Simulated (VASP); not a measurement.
A run of VASP 6.6.1:

File INCAR:

```
SYSTEM = SnTe
PREC = Accurate
ENCUT = 520
EDIFF = 1E-6
ISMEAR = 0
SIGMA = 0.03
LREAL = .FALSE.
LASPH = .TRUE.
NELM = 100
ALGO = Normal
ISIF = 2
LWAVE = .FALSE.
LCHARG = .TRUE.
GGA = PE
LELF = .TRUE.
LVHAR = .TRUE.
NBANDS = 17
```

The input KPOINTS:

```
Automatic mesh
0
G
  10 10 10
  0 0 0
```

The input POSCAR:

```
SnTe
1.0
    0.0000000000      2.8921757224      3.7598284391
    2.8921757224      0.0000000000      3.7598284391
    2.8921757224      2.8921757224      0.0000000000
Sn Te
1 1
Direct
    0.0000000000      0.0000000000      0.0000000000
    0.5000000000      0.5000000000      0.5000000000
```

Potentials or basis: VASP PAW PBE potentials, release 64 (Sn_d, Te).

Command:

```console
$ cat potpaw_PBE.64/Sn_d/POTCAR potpaw_PBE.64/Te/POTCAR > POTCAR
$ mpirun -np 1 vasp_std > vasp.out
```

Hardware: 1 thread of Intel(R) Xeon(R) Platinum 8259CL CPU @ 2.50GHz (Skylake/Cascade Lake) (shared host).

Q: How long does it take, and how much memory?

A: Wall time 75 s on 1 thread of Intel(R) Xeon(R) Platinum 8259CL CPU @ 2.50GHz (Skylake/Cascade Lake) (shared host), peak memory 0.26 GiB. Counts: scf iterations 12, k points 102.
